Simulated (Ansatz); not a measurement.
Levels at Γ against strain in BaTiO₃

```yaml
crystal:
  lattice:
    - [2.82767, 1.63255, 2.31773]
    - [-2.82767, 1.63255, 2.31773]
    - [0.00000, -3.26511, 2.31773]
  atoms:
    - { symbol: Ba, position: [0.00000, 0.00000, 0.00000] }
    - { symbol: Ti, position: [0.51400, 0.51400, 0.51400] }
    - { symbol: O, position: [0.49160, 0.49160, 0.98150] }
    - { symbol: O, position: [0.49160, 0.98150, 0.49160] }
    - { symbol: O, position: [0.98150, 0.49160, 0.49160] }
```

Atom numbers follow the list: Ba1, Ti2, O3, O4, O5.

The cell is COD entry 9014756, as deposited and not checked against the literature; nothing was relaxed.

Spin–orbit coupling is left out, though it moves levels of the heavy atoms by tenths of an eV or more.

Computed with DFT, PBE, all-electron LAPW, scalar-relativistic in Ansatz 0.2.0.

Sampling and basis: a Γ-centred 9×9×9 k mesh, Fermi–Dirac smearing of 0.05 eV, basis error target 1 meV/atom, no spin polarisation.

The cell is scaled evenly. Fractional coordinates are held (clamped ions).

The valence-band top of this crystal doesn't lie at Γ but 0.35 eV above the top filled level there.

Only quantities that a quadratic follows smoothly over the whole series are listed; rougher ones are left out.

```tsv
ln(V/Vcell)	direct gap at Γ (eV)	smallest gap on mesh and path (eV)
-0.0619	2.852	2.563
-0.0408	2.819	2.508
-0.0202	2.785	2.454
0.0000	2.750	2.401
0.0100	2.732	2.374
0.0198	2.713	2.348
0.0392	2.677	2.297
0.0583	2.639	2.247
```

Task: Fit the series and give the slopes at zero strain.

Result: Least-squares fits y = p0 + p1 x + p2 x² to the rows give direct gap at Γ (eV): p1 = -1.78, p2 = -2.1; smallest gap on mesh and path (eV): p1 = -2.63, p2 = -0.1. So dEg/dln V = -1.8 eV for the direct gap at Γ, which isn't the fundamental gap here: that one has dEg/dln V = -2.6 eV. Semilocal gaps are too small, but their slopes carry over better.

Task: One run, at ln(V/Vcell) = -0.0101, is withheld. Predict its row.

Result: The fits give 2.768, 2.427; the run gave 2.767, 2.427.
